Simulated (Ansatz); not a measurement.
## Ir (P6_3/mmc), random displacements

All numbers below come from Ansatz, DFT PBE, scalar-relativistic, plane waves, PAW. Cutoff 420 eV, Γ-centred 6×6×6 k-points, Gaussian smearing of 0.15 eV. The mesh is coarse. Spin–orbit coupling is left out, which can shift energies with elements as heavy as these. No spin polarisation. Energies are free energies at this smearing, counted from the undisturbed cell; pressure is positive in compression.

Zero of the scan (as given, not relaxed at this level; this form isn't the usual structure):

```
Ir
1.0
     1.37569   -2.38276    4.46229
     1.37569   -2.38276   -4.46229
     2.75138    4.76553    0.00000
Ir
8
Direct
  0.04167 0.29167 0.33333
  0.54167 0.79167 0.33333
  0.04167 0.29167 0.83333
  0.54167 0.79167 0.83333
  0.45833 0.20833 0.16667
  0.95833 0.70833 0.16667
  0.45833 0.20833 0.66667
  0.95833 0.70833 0.66667
```

After a displacement of all atoms with no net shift, the run gives ΔE = 87.8 meV/atom; stress (xx, yy, zz, yz, xz, xy; compression positive) (1.87, 3.77, 2.65, 1.12, -0.01, 0.37) GPa.

```tsv
atom	Fx (eV/Å)	Fy	Fz
Ir1	-0.615	0.332	0.934
Ir2	-1.114	-1.382	-0.181
Ir3	2.292	1.594	0.962
Ir4	-0.250	0.910	1.179
Ir5	0.206	0.686	-0.459
Ir6	0.075	0.456	-0.429
Ir7	-0.223	-2.018	-0.707
Ir8	-0.370	-0.577	-1.299
```

(1) Which displacements (Å, in the unstrained cell) and strain were applied?

Results:

(1)
```
atom ux uy uz
 Ir1   0.03  -0.07  -0.04
 Ir2   0.04   0.08   0.05
 Ir3  -0.17  -0.10  -0.07
 Ir4   0.05  -0.04  -0.04
 Ir5   0.02  -0.01   0.04
 Ir6   0.01  -0.05   0.02
 Ir7   0.00   0.15  -0.01
 Ir8   0.03   0.05   0.06
```
The cell is not strained.

Cost: 1 run of about 1.2 core-minutes, on Intel Xeon Processor @ 2.70GHz (shared hosts).